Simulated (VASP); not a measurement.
# KI (Fm-3m) in VASP: further runs

Aim: see how the results for KI move with the level of theory and the settings. Levels: LDA, PBEsol. Tasks: relaxation of cell and atoms.

All numbers are computed with VASP 6.6.1; they aren't measurements. Logs are shortened: lines on timing, memory, paths and dates and some standing lists are left out, and cuts for length are marked.

### 1 The structure

It takes space group Fm-3m (No. 225, cubic). Conventional cell: a = 6.827 Å, b = 6.827 Å, c = 6.827 Å, α = 90.00°, β = 90.00°, γ = 90.00°. K (site symmetry m-3m) is surrounded by 6 I at 3.41 Å. I (site symmetry m-3m) is surrounded by 6 K at 3.41 Å.

### 2 Relaxation of cell and atoms, LDA

The input, INCAR:

```
SYSTEM = KI
  PREC = Accurate
  ENCUT = 600
  EDIFF = 1E-7
  ISMEAR = 0
  SIGMA = 0.03
  LREAL = .False.
  LASPH = .True.
  NELM = 80
  ALGO = Normal
  ISIF = 3
  LWAVE = .False.
  LCHARG = .False.
  IBRION = 2
  NSW = 90
  EDIFFG = -0.005
```

The input, KPOINTS:

```
regular mesh
0
Gamma
  8 8 8
  0 0 0
```

The input, POSCAR:

```
KI                                      
1.0
    0.0000000000      3.4135287544      3.4135287544
    3.4135287544     -0.0000000000      3.4135287544
    3.4135287544      3.4135287544      0.0000000000
  K               I             
     1     1
Direct
     1.0000000000000000    0.0000000000000000    0.0000000000000000
     0.5000000000000000    0.5000000000000000    0.5000000000000000
```

Potentials or basis: VASP PAW LDA potentials, release 64 (K_sv, I).

Started as:

```sh
cat potpaw_LDA.64/K_sv/POTCAR potpaw_LDA.64/I/POTCAR > POTCAR
mpirun -np 1 vasp_std > vasp.out
```

OUTCAR:

```text
SYSTEM = KI
   PREC = Accurate
   ENCUT = 600
   EDIFF = 1E-7
   ISMEAR = 0
   LREAL = .False.
   LASPH = .True.
   NELM = 80
   ISIF = 3
   IBRION = 2
   NSW = 90
   EDIFFG = -0.005

 ion  position               nearest neighbor table
   1  0.000  0.000  0.000-   2 3.41   2 3.41   2 3.41   2 3.41   2 3.41   2 3.41
   2  0.500  0.500  0.500-   1 3.41   1 3.41   1 3.41   1 3.41   1 3.41   1 3.41

  LATTYP: Found a face centered cubic cell.
 ALAT       =     6.8270575088

  Lattice vectors:

 A1 = (   0.0000000000,   3.4135287544,   3.4135287544)
 A2 = (   3.4135287544,   0.0000000000,   3.4135287544)
 A3 = (   3.4135287544,   3.4135287544,   0.0000000000)

Analysis of symmetry for initial positions (statically):
=====================================================================
 Subroutine PRICEL returns:
 Original cell was already a primitive cell.

 Routine SETGRP: Setting up the symmetry group for a
 face centered cubic supercell.

 Subroutine GETGRP returns: Found 48 space group operations
 (whereof 48 operations were pure point group operations)
 out of a pool of 48 trial point group operations.

The static configuration has the point symmetry O_h .

Analysis of symmetry for dynamics (positions and initial velocities):
=====================================================================
 Subroutine PRICEL returns:
 Original cell was already a primitive cell.

 Routine SETGRP: Setting up the symmetry group for a
 face centered cubic supercell.

 Subroutine GETGRP returns: Found 48 space group operations
 (whereof 48 operations were pure point group operations)
 out of a pool of 48 trial point group operations.

The dynamic configuration has the point symmetry O_h .

 Subroutine INISYM returns: Found 48 space group operations
 (whereof 48 operations are pure point group operations),
 and found     1 'primitive' translations

----------------------------------------------------------------------------------------

                                     Primitive cell

  volume of cell :      79.5501

  direct lattice vectors                    reciprocal lattice vectors
     0.000000000  3.413528754  3.413528754    -0.146475989  0.146475989  0.146475989
     3.413528754  0.000000000  3.413528754     0.146475989 -0.146475989  0.146475989
     3.413528754  3.413528754  0.000000000     0.146475989  0.146475989 -0.146475989

  length of vectors
     4.827458660  4.827458660  4.827458660     0.253703855  0.253703855  0.253703855

  position of ions in fractional coordinates (direct lattice)
     0.000000000  0.000000000  0.000000000
     0.500000000  0.500000000  0.500000000

  ion indices of the primitive-cell ions
   primitive index   ion index
                 1           1
                 2           2

----------------------------------------------------------------------------------------

 KPOINTS: regular mesh

Automatic generation of k-mesh.
 Grid dimensions read from file:
 generate k-points for:    8    8    8

 Generating k-lattice:

  Cartesian coordinates                     Fractional coordinates (reciprocal lattice)
    -0.018309499  0.018309499  0.018309499     0.125000000  0.000000000  0.000000000
     0.018309499 -0.018309499  0.018309499     0.000000000  0.125000000  0.000000000
     0.018309499  0.018309499 -0.018309499     0.000000000  0.000000000  0.125000000

  Length of vectors
     0.031712982  0.031712982  0.031712982

  Shift w.r.t. Gamma in fractional coordinates (k-lattice)
     0.000000000  0.000000000  0.000000000

 Subroutine IBZKPT returns following result:
 ===========================================

 Found     29 irreducible k-points:

 Following reciprocal coordinates:
            Coordinates               Weight
  0.000000  0.000000  0.000000      1.000000
  0.125000  0.000000  0.000000      8.000000
  0.250000  0.000000  0.000000      8.000000
  0.375000  0.000000  0.000000      8.000000
  0.500000  0.000000  0.000000      4.000000
  0.125000  0.125000  0.000000      6.000000
[... 16 lines left out ...]
  0.500000  0.250000  0.125000     48.000000
 -0.375000  0.250000  0.125000     24.000000
 [... further k-points ...]
   k-points           NKPTS =     29   k-points in BZ     NKDIM =     29   number of bands    NBANDS=     12
   number of dos      NEDOS =    301   number of ions     NIONS =      2
   total plane-waves  NPLWV =  64000
   dimension x,y,z NGX =    40 NGY =   40 NGZ =   40
   dimension x,y,z NGXF=    80 NGYF=   80 NGZF=   80
   ions per type =               1   1
   NGX,Y,Z   is equivalent  to a cutoff of  13.78, 13.78, 13.78 a.u.
   NGXF,Y,Z  is equivalent  to a cutoff of  27.55, 27.55, 27.55 a.u.
 SYSTEM =  KI
   PREC   = accura    normal or accurate (medium, high low for compatibility)
   ISTART =      0    job   : 0-new  1-cont  2-samecut
   ICHARG =      2    charge: 1-file 2-atom 10-const
   ISPIN  =      1    spin polarized calculation?
   LNONCOLLINEAR =      F non collinear calculations
   LSORBIT =      F    spin-orbit coupling
   LASPH  =      T    aspherical Exc in radial PAW
   ENCUT  =  600.0 eV  44.10 Ry    6.64 a.u.   9.64  9.64  9.64*2*pi/ulx,y,z
   NELM   =     80;   NELMIN=  2; NELMDL= -5     # of ELM steps
   EDIFF  = 0.1E-06   stopping-criterion for ELM
   LREAL  =      F    real-space projection
   EDIFFG = -.5E-02   stopping-criterion for IOM
   NSW    =     90    number of steps for IOM
   IBRION =      2    ionic relax: 0-MD 1-quasi-New 2-CG
   NFREE  =      1    steps in history (QN), initial steepest desc. (CG)
   ISIF   =      3    stress and relaxation
   ISYM   =      2    0-nonsym 1-usesym 2-fastsym
   POTIM  = 0.5000    time-step for ionic-motion
   TEBEG  =    0.0;   TEEND  =   0.0 temperature during run
   PSTRESS=    0.0 pullay stress
   NELECT =      16.0000    total number of electrons
   NUPDOWN=      -1.0000    fix difference up-down
   EMIN   =  10.00;   EMAX   =-10.00  energy-range for DOS
   EFERMI =   0.00;   METHOD = LEGACY
   ISMEAR =     0;   SIGMA  =   0.03  broadening in eV -4-tet -1-fermi 0-gaus
   EFERMI_NEDOS =   21; number of points for ismear=-14 and -15
   IALGO  =     38    algorithm
   IMIX   =      4    mixing-type and parameters
     AMIX     =   0.40;   BMIX     =  1.00
     AMIX_MAG =   1.60;   BMIX_MAG =  1.00
  volume/ion in A,a.u.               =      39.78       268.42
  Fermi-wavevector in a.u.,A,eV,Ry     =   0.959183  1.812592 12.517783  0.920031
  Thomas-Fermi vector in A             =   2.088356
   LORBIT       =      0    0 simple, 1 ext, 2 COOP (PROOUT), +10 PAW based schemes
   GGA     = CA    functional components
   LHFCALC =     F    Hartree Fock is set to
   AEXX    =    0.0000 exact exchange contribution
   IVDW    =     0    specifies the selected vdW correction
   LEPSILON=     F    determine dielectric tensor
   LRPA    =     F    only Hartree local field effects (RPA)
 conjugate gradient relaxation of ions
 non-spin polarized calculation
 Gauss-broadening in eV      SIGMA  =   0.03
  energy-cutoff  :      600.00
  volume of cell :       79.55
 maximum number of plane-waves:      2691
   NGX = 19   NGY = 19   NGZ = 19

 number of electron      16.0000000 magnetization

 Free energy of the ion-electron system (eV)
  ---------------------------------------------------
  ext. energy  EPLUGINS =         0.00000000
  ---------------------------------------------------
  free energy    TOTEN  =        -6.16630109 eV

  energy without entropy =       -6.16630109  energy(sigma->0) =       -6.16630109

 E-fermi :   0.1285     XC(G=0):  -8.0312

 val. band max:       -0.0431531324   @ k =   0.0000   0.0000   0.0000
 cond. band min:       3.8249903614   @ k =   0.0000   0.0000   0.0000
 fundamental gap:      3.8681434938
 Fermi energy:         0.1285316548

 k-point     1 :       0.0000    0.0000    0.0000
  band No.  band energies     occupation
      1     -28.0277      2.00000
      2     -11.7696      2.00000
      3     -11.7696      2.00000
      4     -11.7696      2.00000
      5     -10.7860      2.00000
      6      -0.0432      2.00000
      7      -0.0432      2.00000
      8      -0.0432      2.00000
      9       3.8250      0.00000
     10       6.1751      0.00000
     11       6.1751      0.00000
     12       6.1751      0.00000

 k-point     2 :       0.1250    0.0000    0.0000
  band No.  band energies     occupation
      1     -28.0271      2.00000
      2     -11.8288      2.00000
      3     -11.7701      2.00000
      4     -11.7701      2.00000
      5     -10.7011      2.00000
      6      -0.3762      2.00000
      7      -0.1171      2.00000
      8      -0.1171      2.00000
      9       4.2658      0.00000
     10       6.1110      0.00000
     11       6.3627      0.00000
     12       6.3627      0.00000

 k-point     3 :       0.2500    0.0000    0.0000
  band No.  band energies     occupation
      1     -28.0256      2.00000
      2     -11.9447      2.00000
      3     -11.7712      2.00000
      4     -11.7712      2.00000
      5     -10.5213      2.00000
      6      -1.0050      2.00000
      7      -0.2838      2.00000
      8      -0.2838      2.00000
      9       4.9622      0.00000
     10       6.4055      0.00000
     11       6.8577      0.00000
     12       6.8577      0.00000
[... 286 lines left out ...]
 k-point    23 :       0.5000    0.2500    0.1250
  band No.  band energies     occupation
      1     -28.0234      2.00000
      2     -11.9808      2.00000
      3     -11.7982      2.00000
      4     -11.7800      2.00000
      5     -10.4088      2.00000
      6      -1.3538      2.00000
      7      -0.6354      2.00000
      8      -0.5028      2.00000
      9       5.6613      0.00000
     10       6.4768      0.00000
     11       7.2258      0.00000
     12       8.1174      0.00000

 k-point    24 :      -0.3750    0.2500    0.1250
  band No.  band energies     occupation
      1     -28.0229      2.00000
      2     -11.9945      2.00000
      3     -11.7988      2.00000
      4     -11.7841      2.00000
      5     -10.3785      2.00000
      6      -1.4213      2.00000
      7      -0.7319      2.00000
      8      -0.5473      2.00000
      9       5.8466      0.00000
     10       6.6313      0.00000
     11       7.4869      0.00000
     12       8.2009      0.00000

 [... further k-points ...]

------------------------ aborting loop because EDIFF is reached ----------------------------------------

  FORCE on cell =-STRESS in cart. coord.  units (eV):
  Direction    XX          YY          ZZ          XY          YZ          ZX
  --------------------------------------------------------------------------------------
  -------------------------------------------------------------------------------------
  Total        0.0019795      0.0019795      0.0019795      0.0000000     -0.0000000      0.0000000
  in kB        0.0398685      0.0398685      0.0398685      0.0000000     -0.0000000      0.0000000
  external PRESSURE =       0.0398685 kB  Pullay stress =       0.0000000 kB

 VOLUME and BASIS-vectors are now :
 -----------------------------------------------------------------------------
  energy-cutoff  :      600.00
  volume of cell :       79.55
      direct lattice vectors                 reciprocal lattice vectors
     0.000000000  3.413528754  3.413528754    -0.146475989  0.146475989  0.146475989
     3.413528754  0.000000000  3.413528754     0.146475989 -0.146475989  0.146475989
     3.413528754  3.413528754  0.000000000     0.146475989  0.146475989 -0.146475989

 POSITION                                       TOTAL-FORCE (eV/Angst)
 -----------------------------------------------------------------------------------
      0.00000      0.00000      0.00000         0.000000      0.000000     -0.000000
      3.41353      3.41353      3.41353        -0.000000      0.000000      0.000000
 -----------------------------------------------------------------------------------
    total drift:                                0.000000     -0.000000     -0.000000

  FREE ENERGIE OF THE ION-ELECTRON SYSTEM (eV)
  ---------------------------------------------------
  free  energy   TOTEN  =        -6.1663010871 eV

  energy  without entropy=       -6.1663010871  energy(sigma->0) =       -6.16630109

 reached required accuracy - stopping structural energy minimisation
```

Wall time 22 s (1 thread of Intel Xeon 6975P-C (Granite Rapids), shared host); peak memory 0.21 GiB.

What came out:

```
Free energy             : -6.1663 eV
Pressure after relaxing : 0.0 GPa
Band gap on the k mesh  : 3.87 eV, direct
```

Final structure:
```xyz
2
Lattice="0.0000 3.4135 3.4135 3.4135 0.0000 3.4135 3.4135 3.4135 0.0000" Properties=species:S:1:pos:R:3 pbc="T T T"
K     0.0000    0.0000    0.0000
I     3.4135    3.4135    3.4135
```

Levels at points of the mesh, in eV from the valence-band top:
```
           k point  band 5  band 6  band 7  band 8  band 9  band 10  band 11  band 12
(0.00, 0.00, 0.00)  -10.74    0.00    0.00    0.00    3.87     6.22     6.22     6.22
(0.50, 0.00, 0.00)  -10.26   -1.65   -0.45   -0.45    5.36     7.71     8.18     8.18
(0.50, 0.50, 0.00)  -10.55   -1.21   -0.44   -0.44    4.49     5.72     8.04     8.85
```

Caveat: the relaxation stopped at its first step, so nothing moved; spin-orbit coupling is left out, which moves the levels of the heavy elements.

### 3 Relaxation of cell and atoms, PBEsol

This run uses another cell than the first one, of 44.09 Å³/atom, 1.109 times its volume.

The input, INCAR:

```
ALGO = Normal
EDIFF = 1E-6
EDIFFG = -0.01
ENCUT = 600
GGA = PS
IBRION = 2
ISIF = 3
ISMEAR = 0
KPAR = 4
LASPH = T
LCHARG = F
LREAL = F
LWAVE = F
NELM = 80
NSW = 90
PREC = Accurate
SIGMA = 0.03
```

The input, KPOINTS:

```
k-points
0
Gamma
  8 8 8
```

The input, POSCAR:

```
KI
1.0
    0.0000000000      3.5327750000      3.5327750000
    3.5327750000      0.0000000000      3.5327750000
    3.5327750000      3.5327750000      0.0000000000
K I
1 1
Direct
    0.0000000000      0.0000000000      0.0000000000
    0.5000000000      0.5000000000      0.5000000000
```

Potentials or basis: VASP PAW PBE potentials, release 64 (K_sv, I).

Started as:

```sh
cat potpaw_PBE.64/K_sv/POTCAR potpaw_PBE.64/I/POTCAR > POTCAR
mpirun -np 4 vasp_std > vasp.out
```

Run time: 45 s. Hardware: 4 MPI ranks of Intel Xeon Platinum 8488C (Sapphire Rapids), shared host; peak memory 0.26 GiB.

It converged, with:

* Free energy: -5.8161 eV
* Relaxed volume: 43.17 Å³/atom
* Relaxed cell: a = 4.961 Å, b = 4.961 Å, c = 4.961 Å, α = 60.00°, β = 60.00°, γ = 60.00°
* Space group after relaxing (to 0.05 Å): Fm-3m (No. 225)
* Energy gained by relaxing: 0.7 meV/atom
* Ionic steps: 5
* Pressure after relaxing: 0.0 GPa
* Band gap on the k mesh: 3.86 eV, direct

Step by step:
```csv
step,energy change (eV),largest force (eV/Å),pressure (GPa),volume (Å³)
1,0.0000,0.0000,-0.24,88.18
2,-0.0010,0.0000,-0.13,87.36
3,-0.0013,0.0000,-0.07,86.85
4,-0.0013,0.0000,0.07,85.83
5,-0.0015,0.0000,-0.01,86.35
```

Final structure:
```
K I
1.0
     0.00000    3.50812    3.50812
     3.50812    0.00000    3.50812
     3.50812    3.50812    0.00000
K I
1 1
Direct
  0.00000 0.00000 0.00000
  0.50000 0.50000 0.50000
```

Levels at points of the mesh, in eV from the valence-band top:
```tsv
k point	band 4	band 5	band 6	band 7	band 8	band 9	band 10	band 11	band 12
(0.00, 0.00, 0.00)	-11.85	-10.57	0.00	0.00	0.00	3.86	6.42	6.42	6.42
(0.50, 0.00, 0.00)	-11.85	-10.25	-1.40	-0.36	-0.36	5.40	7.67	8.11	8.11
(0.50, 0.50, 0.00)	-11.87	-10.42	-1.05	-0.39	-0.39	4.79	5.72	8.09	8.75
```

Caveat: the PAW data sets were made with another functional, which shifts forces and pressure a little; spin-orbit coupling is left out, which moves the levels of the heavy elements. A k mesh can miss the band edges.
